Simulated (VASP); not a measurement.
Here is a VASP 6.6.1 calculation.

Contents of POSCAR:

```
KF
1.0
    0.0678921268      2.7268527060      2.7268527060
    2.7268527060      0.0678921268      2.7268527060
    2.7268527060      2.7268527060      0.0678921268
K F
1 1
Direct
    0.0000000000      0.0000000000      0.0000000000
    0.5000000000      0.5000000000      0.5000000000
```

The input INCAR.step1:

```
PREC = Accurate
ENCUT = 520
ISMEAR = 0
SIGMA = 0.01
LREAL = F
LASPH = T
NELM = 100
NBANDS = 15
GGA = PE
ALGO = Normal
EDIFF = 1E-4
LWAVE = T
LCHARG = F
```

INCAR.step2

```
PREC = Accurate
ENCUT = 520
EDIFF = 1E-6
ISMEAR = 0
SIGMA = 0.01
LREAL = F
LASPH = T
NELM = 100
ALGO = Normal
ISIF = 2
LWAVE = F
LCHARG = F
METAGGA = R2SCAN
LMIXTAU = T
NBANDS = 15
ISTART = 1
```

The input KPOINTS:

```
Automatic mesh
0
Gamma
  8 8 8
```

Potentials or basis: VASP PAW PBE potentials, release 64 (K_sv, F).

Launch:

```console
$ cat potpaw_PBE.64/K_sv/POTCAR potpaw_PBE.64/F/POTCAR > POTCAR
$ cp INCAR.step1 INCAR
$ mpirun -np 1 vasp_std > vasp.out
$ cp INCAR.step2 INCAR
$ mpirun -np 1 vasp_std > vasp.out
```

Task: Estimate the band gap on the k mesh.

Result: 6.69 eV, direct.

Task: What does it give for the pressure?

Result: -1.3 GPa.

Stress tensor (GPa, compression positive):
```
-1.27 -0.35 -0.35
-0.35 -1.27 -0.35
-0.35 -0.35 -1.27
```

Caveat: the PAW data sets were made with another functional, which shifts forces and pressure a little. A k mesh can miss the band edges.
